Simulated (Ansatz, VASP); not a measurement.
Two plane-wave programs on P

```xyz
4
Lattice="1.6550 -5.2500 0.0000 1.6550 5.2500 0.0000 0.0000 0.0000 4.3800" Properties=species:S:1:pos:R:3 pbc="T T T"
P     1.6550    4.1912    0.3627
P     1.6550   -1.0588    1.8273
P     1.6550   -4.1912    4.0173
P     1.6550    1.0588    2.5527
```

Alike in both runs: functional r2SCAN; k mesh 5 × 5 × 7; no spin polarisation.

Ansatz relaxed the structure, and its values are those at the end. VASP's run is a single point on that final structure, the one shown.

|  | VASP | Ansatz |
| --- | --- | --- |
| version | VASP 6.6.1 | Ansatz 0.2.0 |
| potentials or method | VASP PAW PBE potentials, release 64 (P) | scalar-relativistic, plane waves, PAW |
| plane-wave cutoff (eV) | 520 | 500 |
| occupations | gaussian, width 0.01 eV | fixed |
| valence electrons in the cell | 20 | 20 |

Ansatz gave:

| Property | Result |
| --- | --- |
| gap on the k mesh at the Fermi level (eV) | 0.36 |
| least direct gap on the mesh (eV) | 0.36 |
| pressure (GPa) | 2.0 |
| rms of the force components (eV/Å) | 0.000 |

Which values does VASP return?

gap on the k mesh at the Fermi level (eV): 0.38; least direct gap on the mesh (eV): 0.38; pressure (GPa): 1.3; rms of the force components (eV/Å): 0.059.

Ansatz warned: «stress_scf_threshold_loose».

Caveats: the PAW data sets were made with another functional, which shifts forces and pressure a little (VASP); an odd mesh through Γ misses points on the zone boundary, where band edges often lie.
